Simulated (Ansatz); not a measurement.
# PbSe (Clausthalite) (Fm-3m) in Ansatz: further runs

The runs below take PbSe (Clausthalite) through single point, relaxation of cell and atoms, with PBE, BLYP+D3(BJ), PBE+D4.

All numbers are computed with Ansatz 0.2.0; they aren't measurements. Logs are shortened: lines on timing, memory, paths and dates and some standing lists are left out, and cuts for length are marked.

**Experimental background.**

A printed reference work, monograph reports, for a bulk crystal of PbSe at 300 K: band gap 0.28 eV (direct).

The results are compared with them further down.

## 1. The structure

Symmetry: Fm-3m, No. 225, cubic system. The conventional cell has a = 6.121 Å, b = 6.121 Å, c = 6.121 Å, α = 90.00°, β = 90.00°, γ = 90.00°. Pb (site symmetry m-3m) is surrounded by 6 Se at 3.06 Å. Se (site symmetry m-3m) has 6 Pb at 3.06 Å as nearest neighbours.

## 2. Single point, PBE

Contents of input.yaml:

```yaml
crystal:
  lattice:
    - [0.0, 3.06065, 3.06065]
    - [3.06065, 0.0, 3.06065]
    - [3.06065, 3.06065, 0.0]
  atoms:
    - { symbol: Pb, position: [0.0, 0.0, 0.0] }
    - { symbol: Se, position: [0.5, 0.5, 0.5] }
kpoints:
  mp_grid: { grid: [4, 4, 4] }
scf:
  occupations: { method: fermi_dirac, width: 0.06 }
hamiltonian:
  xc: pbe
  pseudopotentials: { kind: all_electron, lapw: { basis_error: 0.002 } }
output:
  forces: true
  stress: true
  eigenvalues: true
```

Potentials or basis: all-electron LAPW, scalar-relativistic.

Run with:

```sh
ansatz run input.yaml --threads 1 --pin off --max-ram 3072MiB --backend cpu --events-out ev --progress --plain --runs-dir out
```

Output:

```text
Warning: RAYON_NUM_THREADS=1 ignored (pool sized by the plan → 1); use --threads N
LAPW: plane waves up to 6.714 Å⁻¹, error target 2.0e-3 eV per atom; small_component_spin mean_spin; Se in spheres of 1.434 Å, 24 of its electrons in bands, Dirac shells []; Pb in spheres of 1.626 Å, 36 of its electrons in bands, Dirac shells [] (how accurate: hamiltonian.pseudopotentials.lapw.basis_error, Limitations)
Engine: ansatz 0.2.0, aarch64-unknown-linux-gnu
Pseudopotentials: kind: all_electron
Pseudopotential: Pb, LAPW, valence charge 36, lapw/all_electron/scalar/gaussian/Pb, Koelling and Harmon's equation, gaussian nucleus
Pseudopotential: Se, LAPW, valence charge 24, lapw/all_electron/scalar/gaussian/Se, Koelling and Harmon's equation, gaussian nucleus
Functional definition: PBE
  parameter kappa = 0.804
  parameter beta = 0.06672455060314922
  exchange = pbe_x(kappa = kappa, mu = beta*pi^2/3)
  correlation = pbe_c(beta = beta)
Crystal: 2 atoms, lattice volume = 57.342 Å³
Basis set: ecut = 171.72069020716117 eV, 283 PW (Γ), exchange–correlation at level 2
Bands: 36, of which v1, the nominal top of the filled ones, is band 30 counted from 1 (29 counted from 0)
Symmetry: 48 space group operations
Space group: Fm-3m (ITA 225), of the structure as read, at distance tolerance 3.9e-5 Å
k-points: 8 of 64
Non-local potential: Pb, projectors of the file, none
Non-local potential: Se, projectors of the file, none
Initial density: superposition of atomic densities (chi_scale 0.1, normalization cell, long waves kept (reshape's long-wave potential 0.00 eV rms))
Initial wavefunctions: plane waves of lowest kinetic energy (no species holds an atomic orbital)
Functional: x = pbe(κ = 0.804, μ = 0.2195149727645171), c = pbe(β = 0.06672455060314922)
iter 1 solved again at ethr=1.42e-3 eV; its pass at ethr=1.00e-1 eV (dr2=8.50e-1 eV) is discarded
SCF iter   1: F=—  HF=-634193.649499 eV  |F-HF|=—  |Δ(HF+E_count)|=         —  Δρ=2.48e-2  dr2=8.50e-1  ethr=1.42e-3  ⟨swp⟩=2.1  Hψ=1772  notcnv=0
preconditioner: auto → none  [insulator: Δε(μ)=0.591 eV  Ē_g=16.914 eV  σ=0.060 eV  W_gap=0.99  n_scr=14 (ndim 8)  ℏωp=21.9 eV  f_vac=0.119  D(μ)=0.03/eV (n_scr^D=0)  ε∞_Penn≈2.7]
iter 2 solved again at ethr=3.57e-5 eV; its pass at ethr=1.42e-3 eV (dr2=2.14e-2 eV) is discarded
SCF iter   2: F=—  HF=-634193.397051 eV  |F-HF|=—  |Δ(HF+E_count)|=   2.52e-1  Δρ=5.58e-3  dr2=2.15e-2  ethr=3.57e-5  ⟨swp⟩=2.0  Hψ=1498  notcnv=0
SCF iter   3: F=—  HF=-634193.362534 eV  |F-HF|=—  |Δ(HF+E_count)|=   3.45e-2  Δρ=3.36e-3  dr2=1.16e-2  ethr=3.57e-5  ⟨swp⟩=2.4  Hψ=897  notcnv=0
SCF iter   4: F=—  HF=-634193.364075 eV  |F-HF|=—  |Δ(HF+E_count)|=   1.54e-3  Δρ=8.60e-4  dr2=5.89e-4  ethr=1.93e-5  ⟨swp⟩=2.0  Hψ=849  notcnv=0
SCF iter   5: F=—  HF=-634193.364295 eV  |F-HF|=—  |Δ(HF+E_count)|=   2.20e-4  Δρ=1.11e-4  dr2=7.19e-6  ethr=9.81e-7  ⟨swp⟩=2.6  Hψ=862  notcnv=0
SCF iter   6: F=—  HF=-634193.364304 eV  |F-HF|=—  |Δ(HF+E_count)|=   8.76e-6  Δρ=2.38e-5  dr2=6.47e-7  ethr=1.20e-8  ⟨swp⟩=3.0  Hψ=891  notcnv=0
SCF iter   7: F=-634193.364304 eV  HF=-634193.364304 eV  |F-HF|=2.93e-8  |Δ(HF+E_count)|=   2.11e-7  Δρ=8.32e-6  dr2=8.40e-8  ethr=1.08e-9  ⟨swp⟩=2.6  Hψ=863  notcnv=0
SCF 1 converged in 7 iterations: F = -634193.364304 eV  dr2 = 8.40e-8
SCF converged after 7 iterations
Free energy (F): -634193.364304 eV
Harris-Foulkes:  -634193.364304 eV  (|F-HF|=2.93e-8)
Internal energy: -634193.359987 eV  (E = F + TS)
E sigma→0 (E₀):  -634193.362146 eV
Entropy (-TS):   -0.004316 eV (-2.158 meV/atom)
Fermi energy:    11.900184 eV
--- Per-component energies (eV) ---
  E_band       = -3854.466437
  E_kinetic    = 722667.192965
  E_xc         = -12976.395413
  E_electrostatic = -1343884.157540  (all electrons and nuclei)
  E_smearing   = -0.004316  (= −TS)
  E_closure    = 0.000000  (closes the sum)
  E_atoms      = -634185.215359  (free atoms, spherical and without spin; not in F)
  Σ components = -634193.364304   (vs F -634193.364304, Δ=0.00e0)
  Basis errors (estimates in eV, not in F): energy 6.8e-4 per atom: plane waves 6.3e-4 (3.5e-4 summed), levels above the bands 1.3e-59, relativity 6.1e-8, radial functions 4.9e-5, core shells 1.3e-8; eigenvalues (radial functions only) 2.8e-5; not estimated: angular momenta, meshes, grids; target (lapw.basis_error) 2.0e-3; muffin-tin radii Se 1.434 Å, Pb 1.626 Å
--- Forces (eV/Å), atoms counted from 1 ---
  atom   1  Pb    -0.00000000     0.00000000    -0.00000000
  atom   2  Se     0.00000000    -0.00000000    -0.00000000
  max |Σ_I F_I| component: 2.28e-30 eV/Å
--- Stress (GPa, compression-positive) ---
        2.349784       0.000000      -0.000000
        0.000000       2.349784       0.000000
       -0.000000       0.000000       2.349784
  P = ⅓ Tr σ = 2.3498 GPa (23.498 kbar)
--- Band table (eV; the first three rows and the last of 8) ---
  k-point 0: bands = ["-195.8050", "-135.2716", "-135.2716", "-135.2716", "-127.7383", "-116.7664", "-116.7639", "-116.7639", "-116.7639", "-116.7619", "-116.7619", "-116.7619", "-69.5832", "-69.5832", "-69.5832", "-35.4861", "-35.4861", "-35.4837", "-35.4837", "-35.4837", "-5.0917", "-5.0917", "-5.0917", "-5.0885", "-5.0885", "-1.8472", "5.4572", "9.8693", "9.8693", "9.8693", "16.4682", "16.4682", "16.4682", "18.2762", "18.2762", "18.2762"]
  k-point 1: bands = ["-195.8050", "-135.2716", "-135.2716", "-135.2716", "-127.7383", "-116.7664", "-116.7639", "-116.7639", "-116.7639", "-116.7619", "-116.7619", "-116.7619", "-69.5832", "-69.5832", "-69.5832", "-35.4861", "-35.4861", "-35.4837", "-35.4837", "-35.4837", "-5.1014", "-5.1014", "-5.0899", "-5.0747", "-5.0747", "-1.4055", "4.1919", "10.0300", "10.0300", "10.7052", "13.9161", "14.6694", "14.6694", "18.2823", "19.4856", "19.4856"]
  k-point 2: bands = ["-195.8050", "-135.2716", "-135.2716", "-135.2716", "-127.7383", "-116.7664", "-116.7639", "-116.7639", "-116.7639", "-116.7619", "-116.7619", "-116.7619", "-69.5833", "-69.5832", "-69.5832", "-35.4861", "-35.4861", "-35.4837", "-35.4837", "-35.4837", "-5.1136", "-5.1136", "-5.0887", "-5.0583", "-5.0583", "-0.7861", "2.9612", "10.2768", "10.2768", "11.7566", "12.0438", "13.4545", "13.4545", "20.2933", "21.9290", "21.9290"]
  k-point 7: bands = ["-195.8050", "-135.2716", "-135.2716", "-135.2716", "-127.7383", "-116.7664", "-116.7639", "-116.7639", "-116.7639", "-116.7619", "-116.7619", "-116.7619", "-69.5832", "-69.5832", "-69.5832", "-35.4861", "-35.4860", "-35.4837", "-35.4837", "-35.4836", "-5.1802", "-5.0890", "-5.0793", "-5.0793", "-5.0470", "-0.3877", "3.7506", "7.5209", "7.5209", "10.9555", "13.6457", "16.6983", "16.6983", "19.4844", "19.4844", "23.5723"]
```

Wall time 2.8 s (1 thread of Arm Neoverse V1, shared host); peak memory 0.23 GiB.

Results:

```yaml
Free_energy: -634193.3643 eV
Pressure: 2.3 GPa
```

Caveat: the k mesh is coarse (spacing up to 0.44 Å⁻¹), so the values aren't converged. Spin-orbit coupling is left out, which matters for the levels of Pb.

## 3. Single point, PBE

Contents of input.yaml:

```yaml
crystal:
  lattice:
    - [0.0, 3.06065, 3.06065]
    - [3.06065, 0.0, 3.06065]
    - [3.06065, 3.06065, 0.0]
  atoms:
    - { symbol: Pb, position: [0.0, 0.0, 0.0] }
    - { symbol: Se, position: [0.5, 0.5, 0.5] }
kpoints:
  mp_grid: { grid: [8, 8, 8] }
scf:
  occupations: { method: gaussian, width: 0.013 }
hamiltonian:
  xc: pbe
  pseudopotentials: { kind: all_electron, lapw: { basis_error: 0.001 } }
output:
  forces: true
  stress: true
  eigenvalues: true
```

Potentials or basis: all-electron LAPW, scalar-relativistic.

Run with:

```sh
ansatz run input.yaml --threads 1 --pin off --max-ram 3072MiB --backend cpu --events-out ev --progress --plain --runs-dir out
```

Run time: 8.2 s. Hardware: 1 thread of Arm Neoverse V1, shared host; peak memory 0.29 GiB.

Results (log left out):

| Item | Value |
| --- | --- |
| Free energy | -634193.3735 eV |
| Pressure | 2.4 GPa |
| Band gap on the k mesh | 0.28 eV, direct |

Levels at points of the mesh, in eV from the valence-band top:
| k point | band 27 | band 28 | band 29 | band 30 | band 31 | band 32 | band 33 | band 34 |
| --- | --- | --- | --- | --- | --- | --- | --- | --- |
| (0.00, 0.00, 0.00) | -6.30 | -1.89 | -1.89 | -1.89 | 4.71 | 4.71 | 4.71 | 6.52 |
| (0.00, 0.00, -0.50) | -8.80 | -1.48 | -1.48 | 0.00 | 0.28 | 1.69 | 1.69 | 8.54 |
| (0.00, -0.50, -0.50) | -7.38 | -4.99 | -3.24 | -3.24 | 3.69 | 5.60 | 5.60 | 6.04 |

Caveat: spin-orbit coupling is left out, which as a rule narrows the gap of such compounds by several tenths of an eV.

## 4. Single point, PBE

input.yaml, as its differences from that of step 3:

```diff
@@ -11,3 +11,3 @@
 scf:
-  occupations: { method: gaussian, width: 0.013 }
+  occupations: { method: gaussian, width: 0.027 }
 hamiltonian:
```

Run with:

```sh
ansatz run input.yaml --threads 1 --pin off --max-ram 3072MiB --backend cpu --events-out ev --progress --plain --runs-dir out
```

Run time: 8.2 s. Hardware: 1 thread of Arm Neoverse V1, shared host; peak memory 0.29 GiB.

Results (log left out):

- Free energy: -634193.3735 eV
- Pressure: 2.4 GPa
- Band gap on the k mesh: 0.28 eV, direct

Levels at points of the mesh, in eV from the valence-band top:
| k point | band 27 | band 28 | band 29 | band 30 | band 31 | band 32 | band 33 | band 34 |
| --- | --- | --- | --- | --- | --- | --- | --- | --- |
| (0.00, 0.00, 0.00) | -6.30 | -1.89 | -1.89 | -1.89 | 4.71 | 4.71 | 4.71 | 6.52 |
| (0.00, 0.00, -0.50) | -8.80 | -1.48 | -1.48 | 0.00 | 0.28 | 1.69 | 1.69 | 8.54 |
| (0.00, -0.50, -0.50) | -7.38 | -4.99 | -3.24 | -3.24 | 3.69 | 5.60 | 5.60 | 6.04 |

Caveat: spin-orbit coupling is left out, which as a rule narrows the gap of such compounds by several tenths of an eV.

## 5. Relaxation of cell and atoms, BLYP+D3(BJ)

input.yaml, as its differences from that of step 4:

```diff
@@ -11,5 +11,6 @@
 scf:
-  occupations: { method: gaussian, width: 0.027 }
+  occupations: { method: fermi_dirac, width: 0.05 }
 hamiltonian:
-  xc: pbe
+  xc: blyp
+  dispersion: d3bj
   pseudopotentials: { kind: all_electron, lapw: { basis_error: 0.001 } }
@@ -18,2 +19,5 @@
   stress: true
-  eigenvalues: true
+relax:
+  f_tol: 0.01
+  max_steps: 60
+  cell: {}
```

Run with:

```sh
ansatz run input.yaml --threads 1 --pin off --max-ram 3072MiB --backend cpu --events-out ev --progress --plain --runs-dir out
```

Wall time 25 s (1 thread of Arm Neoverse V1, shared host); peak memory 0.32 GiB.

Results (log left out):

```
Free energy                            : -634234.4820 eV
Relaxed volume                         : 29.20 Å³/atom
Relaxed cell                           : a = 4.355 Å, b = 4.355 Å, c = 4.355 Å, α = 60.00°, β = 60.00°, γ = 60.00°
Space group after relaxing (to 0.05 Å) : Fm-3m (No. 225)
Energy gained by relaxing              : 1.5 meV/atom
Ionic steps                            : 4
Pressure after relaxing                : 0.0 GPa
Band gap on the k mesh                 : 0.46 eV
```

The path:
```
step  energy change (eV)  largest force (eV/Å)  volume (Å³)
   1              0.0000                0.0000        57.34
   2             -0.0024                0.0000        58.89
   3             -0.0030                0.0000        58.41
   4             -0.0030                0.0000        58.41
```

Final structure:
```cif
data_structure
_symmetry_space_group_name_H-M 'P 1'
_symmetry_Int_Tables_number 1
_cell_length_a 4.3551
_cell_length_b 4.3551
_cell_length_c 4.3551
_cell_angle_alpha 60.000
_cell_angle_beta 60.000
_cell_angle_gamma 60.000
_cell_volume 58.41
loop_
_atom_site_label
_atom_site_type_symbol
_atom_site_fract_x
_atom_site_fract_y
_atom_site_fract_z
_atom_site_occupancy
Pb1 Pb 0.00000 0.00000 0.00000 1
Se1 Se 0.50000 0.50000 0.50000 1
```

Caveat: spin-orbit coupling is left out, which as a rule narrows the gap of such compounds by several tenths of an eV.

## 6. Relaxation of cell and atoms, PBE+D4

input.yaml, as its differences from that of step 5:

```diff
@@ -13,4 +13,4 @@
 hamiltonian:
-  xc: blyp
-  dispersion: d3bj
+  xc: pbe
+  dispersion: d4
   pseudopotentials: { kind: all_electron, lapw: { basis_error: 0.001 } }
```

Potentials or basis: all-electron LAPW, scalar-relativistic.

Run with:

```sh
ansatz run input.yaml --threads 1 --pin off --max-ram 3072MiB --backend cpu --events-out ev --progress --plain --runs-dir out
```

Wall time 25 s (1 thread of Arm Neoverse V1, shared host); peak memory 0.32 GiB.

The run converged. Its results:

```
Free energy                            : -634194.1726 eV
Relaxed volume                         : 28.84 Å³/atom
Relaxed cell                           : a = 4.337 Å, b = 4.337 Å, c = 4.337 Å, α = 60.00°, β = 60.00°, γ = 60.00°
Space group after relaxing (to 0.05 Å) : Fm-3m (No. 225)
Energy gained by relaxing              : 0.2 meV/atom
Ionic steps                            : 4
Pressure after relaxing                : 0.0 GPa
```

The path:
| step | energy change (eV) | largest force (eV/Å) | volume (Å³) |
| --- | --- | --- | --- |
| 1 | 0.0000 | 0.0000 | 57.34 |
| 2 | -0.0003 | 0.0000 | 57.84 |
| 3 | -0.0003 | 0.0000 | 57.69 |
| 4 | -0.0003 | 0.0000 | 57.69 |

Final structure:
```xyz
2
Lattice="0.0000 3.0668 3.0668 3.0668 0.0000 3.0668 3.0668 3.0668 0.0000" Properties=species:S:1:pos:R:3 pbc="T T T"
Pb    0.0000    0.0000    0.0000
Se    3.0668    3.0668    3.0668
```

Spin-orbit coupling is left out, which matters for the levels of Pb.

## 7. Overview

```tsv
task	level	cell	k mesh	cutoff (eV)	smearing	basis error allowed	mesh quality	gap on the mesh (eV)	pressure (GPa)	relaxed volume (Å³/atom)
single point	PBE	as given	4 × 4 × 4	172	fermi-dirac 0.06 eV	0.002 eV/atom	coarse	-	2.3	-
single point	PBE	as given	8 × 8 × 8	188	gaussian 0.013 eV	0.001 eV/atom	not flagged	0.28	2.4	-
single point	PBE	as given	8 × 8 × 8	188	gaussian 0.027 eV	0.001 eV/atom	not flagged	0.28	2.4	-
relaxation of cell and atoms	BLYP+D3(BJ)	relaxed	8 × 8 × 8	-	fermi-dirac 0.05 eV	0.001 eV/atom	not flagged	0.46	0.0	29.20
relaxation of cell and atoms	PBE+D4	relaxed	8 × 8 × 8	-	fermi-dirac 0.05 eV	0.001 eV/atom	not flagged	-	0.0	28.84
```

Alike in all rows: potentials or basis all-electron LAPW, scalar-relativistic; no spin polarisation.

Caveats: some runs use coarse meshes; spin-orbit coupling is left out, which as a rule narrows the gap of such compounds by several tenths of an eV (some runs).

Compare energies only between runs with the same functional and basis.

## 8. How close it comes

Step 3. Measured gap of PbSe: 0.28 eV (direct; 300 K; a printed reference work, monograph). This calculation gives 0.28 eV (0.00 eV). 2 values of this kind are on record (0.15 to 0.28 eV); this one was drawn at random. Spin-orbit coupling on Pb, Se is left out. The value is that of PBE on a finite k mesh, which can miss the band edges, without temperature or zero-point motion. Semilocal functionals fall short of measured gaps as a rule.

Step 4. Against the measured gap of PbSe, 0.28 eV (direct; 300 K; a printed reference work, monograph), the calculated 0.28 eV is off by 0.00 eV. 2 values of this kind are on record (0.15 to 0.28 eV); this one was drawn at random. Spin-orbit coupling on Pb, Se is left out. The value is that of PBE on a finite k mesh, which can miss the band edges, without temperature or zero-point motion. Semilocal functionals fall short of measured gaps as a rule.

Step 5. The cell as given is a measured one (28.67 Å³/atom); BLYP+D3(BJ) puts the equilibrium volume +1.9 % from it, thermal expansion not counted.

Step 6. The cell as given is a measured one (28.67 Å³/atom); PBE+D4 puts the equilibrium volume +0.6 % from it, thermal expansion not counted.
